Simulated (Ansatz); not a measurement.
Crystal: TiO2.

```xyz
6
Lattice="4.5998 0.0000 0.0000 0.0000 4.5998 0.0000 0.0000 0.0000 2.9592" Properties=species:S:1:pos:R:3 pbc="T T T"
Ti    0.0000    0.0000    1.4796
Ti    2.2999    2.2999    0.0000
O     1.3998    1.3998    1.4796
O     0.9001    3.6997    0.0000
O     3.6997    0.9001    0.0000
O     3.2000    3.2000    1.4796
```

The cell is a database's computed one.

```yaml
Program: Ansatz 0.2.0
Task: relaxation of cell and atoms
Functional: PBEsol
Dispersion: D3(BJ)
Potentials_or_basis: Ansatz PAW
Cutoff: "420 eV (not typed: the program's choice for these potentials)"
k_mesh: 6 × 6 × 9
Occupations: fermi-dirac, width 0.05 eV
Spin: no spin polarisation
```

At the start: volume 10.44 Å³/atom.

**Question.** How do energy, volume and symmetry change on relaxing?

**Answer.** It ends after 7 steps and the volume is 10.17 Å³/atom (-2.5 %); space group P4_2/mnm (No. 136, to 0.05 Å).

The path:
| step | energy change (eV) | largest force (eV/Å) | volume (Å³) |
| --- | --- | --- | --- |
| 1 | 0.0000 | 0.0708 | 62.61 |
| 2 | -0.0331 | 0.0346 | 61.49 |
| 3 | -0.0373 | 0.0089 | 61.08 |
| 4 | -0.0372 | 0.0009 | 61.09 |
| 5 | -0.0306 | 0.0008 | 61.09 |
| 6 | -0.0309 | 0.0001 | 61.04 |
| 7 | -0.0306 | 0.0001 | 61.04 |

Final structure:
```
Ti O
1.0
     4.56427    0.00000    0.00000
     0.00000    4.56427    0.00000
     0.00000    0.00000    2.93024
Ti O
2 4
Direct
  0.00000 0.00000 0.50000
  0.50000 0.50000 0.00000
  0.30394 0.30394 0.50000
  0.19606 0.80394 0.00000
  0.80394 0.19606 0.00000
  0.69606 0.69606 0.50000
```

Caveat: the plane-wave basis is chosen anew once the cell has moved, so the energies of steps on either side of that aren't comparable; the pressure holds a Pulay correction of +0.8 GPa for the finite cutoff; the PAW data sets come from PBE, with cores solved anew for the run's functional, which leaves a small shift of forces and pressure.
